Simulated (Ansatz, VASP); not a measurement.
# PbF2: VASP beside Ansatz

```
CELL_PARAMETERS angstrom
0.00000 2.96985 2.96985
2.96985 0.00000 2.96985
2.96985 2.96985 0.00000
ATOMIC_POSITIONS crystal
Pb 0.00000 0.00000 0.00000
F 0.22896 0.22896 0.27104
F 0.72896 0.72896 0.77104
```

Change from the starting cell: all F atoms moved +0.125 Å, as atom 2 towards its neighbour atom 3 (F) at 2.970 Å.

Alike in both runs: task single point; functional PBE; k mesh 8 × 8 × 8; occupations gaussian, width 0.05 eV; no spin polarisation.

|  | VASP | Ansatz |
| --- | --- | --- |
| version | VASP 6.6.1 | Ansatz 0.2.0 |
| potentials or method | VASP PAW PBE potentials, release 64 (Pb_d, F) | scalar-relativistic, plane waves, PAW |
| plane-wave cutoff (eV) | 520 | 420 |
| valence electrons in the cell | 28 | 28 |

|  | VASP | Ansatz | Ansatz less VASP |
| --- | --- | --- | --- |
| gap on the k mesh at the Fermi level (eV) | 4.40 | 4.40 | +0.003 |
| least direct gap on the mesh (eV) | 4.58 | 4.58 | +0.002 |
| pressure (GPa) | 2.3 | 2.5 | +0.20 |
| largest component of the traceless stress (GPa) | 0.06 | 0.07 | +0.004 |
| rms of the force components (eV/Å) | 0.085 | 0.082 | -0.0024 |

Atom by atom the forces differ by 0.002 eV/Å (rms over components).

Caveats: spin-orbit coupling is left out, which as a rule narrows the gap of such compounds by several tenths of an eV. A k mesh can miss the band edges.
